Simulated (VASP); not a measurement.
Here is a VASP 6.6.1 calculation.

File INCAR:

```
PREC = Accurate
ENCUT = 520
EDIFF = 1E-7
ISMEAR = 0
SIGMA = 0.1
LREAL = False
LASPH = True
NELM = 60
ALGO = Fast
ISIF = 2
LWAVE = False
LCHARG = True
LELF = True
LVHAR = True
LVACPOTAV = True
```

KPOINTS

```
Automatic mesh
0
Gamma
  12 12 1
```

POSCAR

```
Cu
1.0
    2.5561910140      0.0000000000      0.0000000000
    1.2780955070      2.2137263550      0.0000000000
    0.0000000000      0.0000000000     30.6969697850
Cu
9
Direct
    0.3333333333      0.3333333333      0.2280355374
    0.6666666667      0.6666666667      0.2960266530
    0.0000000000      0.0000000000      0.3640177687
    0.3333333333      0.3333333333      0.4320088843
    0.6666666667      0.6666666667      0.5000000000
    0.0000000000      0.0000000000      0.5679911157
    0.3333333333      0.3333333333      0.6359822313
    0.6666666667      0.6666666667      0.7039733470
    0.0000000000      0.0000000000      0.7719644626
```

Potentials or basis: VASP PAW LDA potentials, release 64 (Cu).

Command:

```sh
$ cat potpaw_LDA.64/Cu/POTCAR > POTCAR
$ mpirun -np 1 vasp_std > vasp.out
```

Question: Predict the band gap on the k mesh.

Answer: None (metal or under the smearing width).

Question: What does it give for the largest force?

Answer: 0.490 eV/Å.

Forces on the atoms (eV/Å):
```
Cu   0.000  0.000  0.490
Cu   0.000  0.000 -0.006
Cu   0.000  0.000 -0.019
Cu   0.000  0.000 -0.030
Cu   0.000  0.000  0.000
Cu   0.000  0.000  0.030
Cu   0.000  0.000  0.019
Cu   0.000  0.000  0.006
Cu   0.000  0.000 -0.490
```
